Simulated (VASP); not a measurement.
# CdSe (F-43m) in VASP: band structure with PBEsol

Aim: the band structure of CdSe with PBEsol.

All numbers are computed with VASP 6.6.1; they aren't measurements. Logs are shortened: lines on timing, memory, paths and dates and some standing lists are left out, and cuts for length are marked.

### 1 Starting point

It takes space group F-43m (No. 216, cubic). Conventional cell: a = 6.092 Å, b = 6.092 Å, c = 6.092 Å, α = 90.00°, β = 90.00°, γ = 90.00°. Cd (site symmetry -43m) has 4 Se at 2.64 Å as nearest neighbours. Se (site symmetry -43m) is surrounded by 4 Cd at 2.64 Å.

The cell was built by a generator and needn't be a form met in nature.

### 2 Band structure, PBEsol

INCAR reads:

```
PREC = Accurate ; ENCUT = 520
EDIFF = 1E-6 ; ISMEAR = 0
SIGMA = 0.02 ; LREAL = False
LASPH = True ; NELM = 80
ALGO = Fast ; ISIF = 2
LWAVE = False ; LCHARG = False
GGA = PS
```

KPOINTS reads:

```
regular mesh
0
Gamma
  10 10 10
```

POSCAR reads:

```
CdSe                                    
1.0
    0.0000000000      3.0459000521      3.0459000521
    3.0459000521      0.0000000000      3.0459000521
    3.0459000521      3.0459000521     -0.0000000000
  Cd              Se            
     1     1
Direct
     0.0000000000000000    0.0000000000000000    0.0000000000000000
     0.2500000000000000    0.2500000000000000    0.2500000000000000
```

KPOINTS_OPT reads:

```
path GXWKGLUWLK,UX
20
line-mode
reciprocal
 0.0000000000  0.0000000000  0.0000000000  G
 0.5000000000  0.0000000000  0.5000000000  X

 0.5000000000  0.0000000000  0.5000000000  X
 0.5000000000  0.2500000000  0.7500000000  W

 0.5000000000  0.2500000000  0.7500000000  W
 0.3750000000  0.3750000000  0.7500000000  K

 0.3750000000  0.3750000000  0.7500000000  K
 0.0000000000  0.0000000000  0.0000000000  G

 0.0000000000  0.0000000000  0.0000000000  G
 0.5000000000  0.5000000000  0.5000000000  L

 0.5000000000  0.5000000000  0.5000000000  L
 0.6250000000  0.2500000000  0.6250000000  U

 0.6250000000  0.2500000000  0.6250000000  U
 0.5000000000  0.2500000000  0.7500000000  W

 0.5000000000  0.2500000000  0.7500000000  W
 0.5000000000  0.5000000000  0.5000000000  L

 0.5000000000  0.5000000000  0.5000000000  L
 0.3750000000  0.3750000000  0.7500000000  K

 0.6250000000  0.2500000000  0.6250000000  U
 0.5000000000  0.0000000000  0.5000000000  X
```

Potentials or basis: VASP PAW PBE potentials, release 64 (Cd, Se).

Run with:

```console
cat potpaw_PBE.64/Cd/POTCAR potpaw_PBE.64/Se/POTCAR > POTCAR
mpirun -np 1 vasp_std > vasp.out
```

OUTCAR:

```text
PREC = Accurate
   ENCUT = 520
   EDIFF = 1E-6
   ISMEAR = 0
   LREAL = False
   LASPH = True
   NELM = 80
   ISIF = 2
   GGA = PS

 ion  position               nearest neighbor table
   1  0.000  0.000  0.000-   2 2.64   2 2.64   2 2.64   2 2.64
   2  0.250  0.250  0.250-   1 2.64   1 2.64   1 2.64   1 2.64

  LATTYP: Found a face centered cubic cell.
 ALAT       =     6.0918001042

  Lattice vectors:

 A1 = (   0.0000000000,   3.0459000521,   3.0459000521)
 A2 = (   3.0459000521,   0.0000000000,   3.0459000521)
 A3 = (   3.0459000521,   3.0459000521,   0.0000000000)

Analysis of symmetry for initial positions (statically):
=====================================================================
 Subroutine PRICEL returns:
 Original cell was already a primitive cell.

 Routine SETGRP: Setting up the symmetry group for a
 face centered cubic supercell.

 Subroutine GETGRP returns: Found 24 space group operations
 (whereof 24 operations were pure point group operations)
 out of a pool of 48 trial point group operations.

The static configuration has the point symmetry T_d .

Analysis of symmetry for dynamics (positions and initial velocities):
=====================================================================
 Subroutine PRICEL returns:
 Original cell was already a primitive cell.

 Routine SETGRP: Setting up the symmetry group for a
 face centered cubic supercell.

 Subroutine GETGRP returns: Found 24 space group operations
 (whereof 24 operations were pure point group operations)
 out of a pool of 48 trial point group operations.

The dynamic configuration has the point symmetry T_d .

 Subroutine INISYM returns: Found 24 space group operations
 (whereof 24 operations are pure point group operations),
 and found     1 'primitive' translations

----------------------------------------------------------------------------------------

                                     Primitive cell

  volume of cell :      56.5167

  direct lattice vectors                    reciprocal lattice vectors
     0.000000000  3.045900052  3.045900052    -0.164155091  0.164155091  0.164155091
     3.045900052  0.000000000  3.045900052     0.164155091 -0.164155091  0.164155091
     3.045900052  3.045900052  0.000000000     0.164155091  0.164155091 -0.164155091

  length of vectors
     4.307553163  4.307553163  4.307553163     0.284324958  0.284324958  0.284324958

  position of ions in fractional coordinates (direct lattice)
     0.000000000  0.000000000  0.000000000
     0.250000000  0.250000000  0.250000000

  ion indices of the primitive-cell ions
   primitive index   ion index
                 1           1
                 2           2

----------------------------------------------------------------------------------------

 KPOINTS: regular mesh

Automatic generation of k-mesh.
 Grid dimensions read from file:
 generate k-points for:   10   10   10

 Generating k-lattice:

  Cartesian coordinates                     Fractional coordinates (reciprocal lattice)
    -0.016415509  0.016415509  0.016415509     0.100000000  0.000000000  0.000000000
     0.016415509 -0.016415509  0.016415509     0.000000000  0.100000000  0.000000000
     0.016415509  0.016415509 -0.016415509     0.000000000  0.000000000  0.100000000

  Length of vectors
     0.028432496  0.028432496  0.028432496

  Shift w.r.t. Gamma in fractional coordinates (k-lattice)
     0.000000000  0.000000000  0.000000000

 Subroutine IBZKPT returns following result:
 ===========================================

 Found     47 irreducible k-points:

 Following reciprocal coordinates:
            Coordinates               Weight
  0.000000  0.000000  0.000000      1.000000
  0.100000  0.000000  0.000000      8.000000
  0.200000  0.000000  0.000000      8.000000
  0.300000  0.000000  0.000000      8.000000
  0.400000  0.000000  0.000000      8.000000
  0.500000  0.000000  0.000000      4.000000
[... 16 lines left out ...]
  0.300000  0.300000  0.000000      6.000000
  0.400000  0.300000  0.000000     24.000000
 [... further k-points ...]
   k-points           NKPTS =     47   k-points in BZ     NKDIM =     47   number of bands    NBANDS=     13
   number of dos      NEDOS =    301   number of ions     NIONS =      2
   total plane-waves  NPLWV =  32768
   dimension x,y,z NGX =    32 NGY =   32 NGZ =   32
   dimension x,y,z NGXF=    64 NGYF=   64 NGZF=   64
   ions per type =               1   1
   NGX,Y,Z   is equivalent  to a cutoff of  12.35, 12.35, 12.35 a.u.
   NGXF,Y,Z  is equivalent  to a cutoff of  24.70, 24.70, 24.70 a.u.
 SYSTEM =  unknown system
   PREC   = accura    normal or accurate (medium, high low for compatibility)
   ISTART =      0    job   : 0-new  1-cont  2-samecut
   ICHARG =      2    charge: 1-file 2-atom 10-const
   ISPIN  =      1    spin polarized calculation?
   LNONCOLLINEAR =      F non collinear calculations
   LSORBIT =      F    spin-orbit coupling
   LASPH  =      T    aspherical Exc in radial PAW
   ENCUT  =  520.0 eV  38.22 Ry    6.18 a.u.   8.01  8.01  8.01*2*pi/ulx,y,z
   NELM   =     80;   NELMIN=  2; NELMDL= -5     # of ELM steps
   EDIFF  = 0.1E-05   stopping-criterion for ELM
   LREAL  =      F    real-space projection
   EDIFFG = 0.1E-04   stopping-criterion for IOM
   NSW    =      0    number of steps for IOM
   IBRION =     -1    ionic relax: 0-MD 1-quasi-New 2-CG
   NFREE  =      0    steps in history (QN), initial steepest desc. (CG)
   ISIF   =      2    stress and relaxation
   ISYM   =      2    0-nonsym 1-usesym 2-fastsym
   POTIM  = 0.5000    time-step for ionic-motion
   TEBEG  =    0.0;   TEEND  =   0.0 temperature during run
   PSTRESS=    0.0 pullay stress
   NELECT =      18.0000    total number of electrons
   NUPDOWN=      -1.0000    fix difference up-down
   EMIN   =  10.00;   EMAX   =-10.00  energy-range for DOS
   EFERMI =   0.00;   METHOD = LEGACY
   ISMEAR =     0;   SIGMA  =   0.02  broadening in eV -4-tet -1-fermi 0-gaus
   EFERMI_NEDOS =   21; number of points for ismear=-14 and -15
   IALGO  =     68    algorithm
   IMIX   =      4    mixing-type and parameters
     AMIX     =   0.40;   BMIX     =  1.00
     AMIX_MAG =   1.60;   BMIX_MAG =  1.00
  volume/ion in A,a.u.               =      28.26       190.70
  Fermi-wavevector in a.u.,A,eV,Ry     =   1.117995  2.112705 17.006109  1.249914
  Thomas-Fermi vector in A             =   2.254623
   LORBIT       =      0    0 simple, 1 ext, 2 COOP (PROOUT), +10 PAW based schemes
   GGA     = PS    functional components
   LHFCALC =     F    Hartree Fock is set to
   AEXX    =    0.0000 exact exchange contribution
   IVDW    =     0    specifies the selected vdW correction
   LEPSILON=     F    determine dielectric tensor
   LRPA    =     F    only Hartree local field effects (RPA)
 non-spin polarized calculation
 RMM-DIIS sequential band-by-band and
 Gauss-broadening in eV      SIGMA  =   0.02
  energy-cutoff  :      520.00
  volume of cell :       56.52
 maximum number of plane-waves:      1540
   NGX = 17   NGY = 17   NGZ = 17

 number of electron      18.0000004 magnetization

 Free energy of the ion-electron system (eV)
  ---------------------------------------------------
  ext. energy  EPLUGINS =         0.00000000
  ---------------------------------------------------
  free energy    TOTEN  =        -6.17809976 eV

  energy without entropy =       -6.17809976  energy(sigma->0) =       -6.17809976

 E-fermi :   0.8679     XC(G=0):  -9.0786

 val. band max:        0.7746057807   @ k =   0.0000   0.0000   0.0000
 cond. band min:       1.2481900243   @ k =   0.0000   0.0000   0.0000
 fundamental gap:      0.4735842436
 Fermi energy:         0.8678773209

 k-point     1 :       0.0000    0.0000    0.0000
  band No.  band energies     occupation
      1     -11.8234      2.00000
      2      -7.1221      2.00000
      3      -7.1221      2.00000
      4      -7.1221      2.00000
      5      -6.7458      2.00000
      6      -6.7458      2.00000
      7       0.7746      2.00000
      8       0.7746      2.00000
      9       0.7746      2.00000
     10       1.2482      0.00000
     11       6.6296      0.00000
     12       6.6296      0.00000
     13       6.6296      0.00000

 k-point     2 :       0.1000    0.0000    0.0000
  band No.  band energies     occupation
      1     -11.7882      2.00000
      2      -7.1108      2.00000
      3      -7.1108      2.00000
      4      -7.0927      2.00000
      5      -6.7465      2.00000
      6      -6.7465      2.00000
      7      -0.1794      2.00000
      8       0.6913      2.00000
      9       0.6913      2.00000
     10       2.0694      0.00000
     11       6.4554      0.00000
     12       6.7665      0.00000
     13       6.7665      0.00000

 k-point     3 :       0.2000    0.0000    0.0000
  band No.  band energies     occupation
      1     -11.6952      2.00000
      2      -7.0829      2.00000
      3      -7.0829      2.00000
      4      -6.9946      2.00000
      5      -6.7461      2.00000
      6      -6.7461      2.00000
      7      -1.3584      2.00000
      8       0.4874      2.00000
      9       0.4874      2.00000
     10       2.7813      0.00000
     11       6.4251      0.00000
     12       7.0462      0.00000
     13       7.0462      0.00000
[... 305 lines left out ...]
 k-point    23 :       0.3000    0.3000    0.0000
  band No.  band energies     occupation
      1     -11.4996      2.00000
      2      -6.9595      2.00000
      3      -6.9595      2.00000
      4      -6.9318      2.00000
      5      -6.7072      2.00000
      6      -6.7068      2.00000
      7      -2.2864      2.00000
      8      -0.5357      2.00000
      9      -0.5357      2.00000
     10       4.1801      0.00000
     11       4.6300      0.00000
     12       8.4756      0.00000
     13       8.9313      0.00000

 k-point    24 :       0.4000    0.3000    0.0000
  band No.  band energies     occupation
      1     -11.4256      2.00000
      2      -6.9555      2.00000
      3      -6.9269      2.00000
      4      -6.8817      2.00000
      5      -6.7012      2.00000
      6      -6.5872      2.00000
      7      -2.7655      2.00000
      8      -0.8874      2.00000
      9      -0.7204      2.00000
     10       4.2526      0.00000
     11       4.7659      0.00000
     12       8.2223      0.00000
     13       9.2950      0.00000

 [... further k-points ...]

------------------------ aborting loop because EDIFF is reached ----------------------------------------

  FORCE on cell =-STRESS in cart. coord.  units (eV):
  Direction    XX          YY          ZZ          XY          YZ          ZX
  --------------------------------------------------------------------------------------
  -------------------------------------------------------------------------------------
  Total        0.0263740      0.0263740      0.0263740      0.0000000      0.0000000     -0.0000000
  in kB        0.7476709      0.7476709      0.7476709      0.0000000      0.0000000     -0.0000000
  external PRESSURE =       0.7476709 kB  Pullay stress =       0.0000000 kB

 VOLUME and BASIS-vectors are now :
 -----------------------------------------------------------------------------
  energy-cutoff  :      520.00
  volume of cell :       56.52
      direct lattice vectors                 reciprocal lattice vectors
     0.000000000  3.045900052  3.045900052    -0.164155091  0.164155091  0.164155091
     3.045900052  0.000000000  3.045900052     0.164155091 -0.164155091  0.164155091
     3.045900052  3.045900052  0.000000000     0.164155091  0.164155091 -0.164155091

 POSITION                                       TOTAL-FORCE (eV/Angst)
 -----------------------------------------------------------------------------------
      0.00000      0.00000      0.00000         0.000000      0.000000      0.000000
      1.52295      1.52295      1.52295        -0.000000     -0.000000     -0.000000
 -----------------------------------------------------------------------------------
    total drift:                               -0.000000     -0.000000     -0.000000

  FREE ENERGIE OF THE ION-ELECTRON SYSTEM (eV)
  ---------------------------------------------------
  free  energy   TOTEN  =        -6.1780997627 eV

  energy  without entropy=       -6.1780997627  energy(sigma->0) =       -6.17809976
```

Run time: 32 s. Hardware: 1 thread of Intel Xeon 6975P-C (Granite Rapids), shared host; peak memory 0.21 GiB.

Results:

* Free energy: -6.1781 eV
* Pressure: 0.1 GPa
* Band gap on the k mesh: 0.47 eV, direct
* Band gap along the path: 0.47 eV, direct

Levels at the corners of the path, in eV from the valence-band top:
```
point  band 6  band 7  band 8  band 9  band 10  band 11  band 12  band 13
    Γ   -7.52    0.00    0.00    0.00     0.47     5.86     5.86     5.86
    X   -7.17   -4.11   -1.86   -1.86     3.01     3.67     8.96    10.10
    X   -7.17   -4.11   -1.86   -1.86     3.01     3.67     8.96    10.10
    W   -7.04   -4.01   -2.25   -2.23     4.97     5.10     6.36     7.46
    W   -7.04   -4.01   -2.25   -2.23     4.97     5.10     6.36     7.46
    K   -7.08   -4.05   -2.55   -1.53     3.60     5.07     8.12     8.53
    K   -7.08   -4.05   -2.55   -1.53     3.60     5.07     8.12     8.53
    Γ   -7.52    0.00    0.00    0.00     0.47     5.86     5.86     5.86
    Γ   -7.52    0.00    0.00    0.00     0.47     5.86     5.86     5.86
    L   -7.23   -4.42   -0.75   -0.75     2.28     6.36     6.36     7.27
    L   -7.23   -4.42   -0.75   -0.75     2.28     6.36     6.36     7.27
    U   -7.08   -4.05   -2.55   -1.53     3.60     5.07     8.12     8.52
    U   -7.08   -4.05   -2.55   -1.53     3.60     5.07     8.12     8.53
    W   -7.04   -4.01   -2.25   -2.23     4.97     5.10     6.36     7.46
    W   -7.04   -4.01   -2.25   -2.23     4.97     5.10     6.36     7.46
    L   -7.23   -4.42   -0.75   -0.75     2.28     6.36     6.36     7.27
    L   -7.23   -4.42   -0.75   -0.75     2.28     6.36     6.36     7.27
    K   -7.08   -4.05   -2.55   -1.53     3.60     5.07     8.12     8.54
    U   -7.08   -4.05   -2.55   -1.53     3.60     5.07     8.12     8.53
    X   -7.17   -4.11   -1.86   -1.86     3.01     3.67     8.96    10.10
```

Caveat: the PAW data sets were made with another functional, which shifts forces and pressure a little. Expect the measured gap to be larger: semilocal functionals such as PBEsol lack the derivative discontinuity.
